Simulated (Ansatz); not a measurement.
AgCl (Chlorargyrite):

```
Ag Cl
1.0
     0.00000    2.73500    2.73500
     2.73500    0.00000    2.73500
     2.73500    2.73500    0.00000
Ag Cl
1 1
Cartesian
  0.0000 0.0000 0.0000
  2.7350 2.7350 2.7350
```

Base run:

```yaml
Program: Ansatz 0.2.0
Functional: PBE
Potentials_or_basis: all-electron LAPW, scalar-relativistic
Cutoff: 217 eV
Density_cutoff: 868 eV
Basis_error_allowed: 0.001 eV/atom
k_mesh: 8 × 8 × 8
Occupations: fermi-dirac, width 0.05 eV
Spin: no spin polarisation
```

Its results: band gap on the k mesh 0.91 eV, indirect (least direct gap 3.32 eV); pressure 3.9 GPa.

The run is repeated on the same cell with these changes: functional from PBE to PBEsol. What comes out?

Band gap on the k mesh 0.73 eV, indirect (least direct gap 3.18 eV); pressure -0.7 GPa.

PBEsol binds more tightly than PBE, so the same cell stands under less pressure.

A k mesh can miss the band edges.

Not every run made on this cell is shown here.
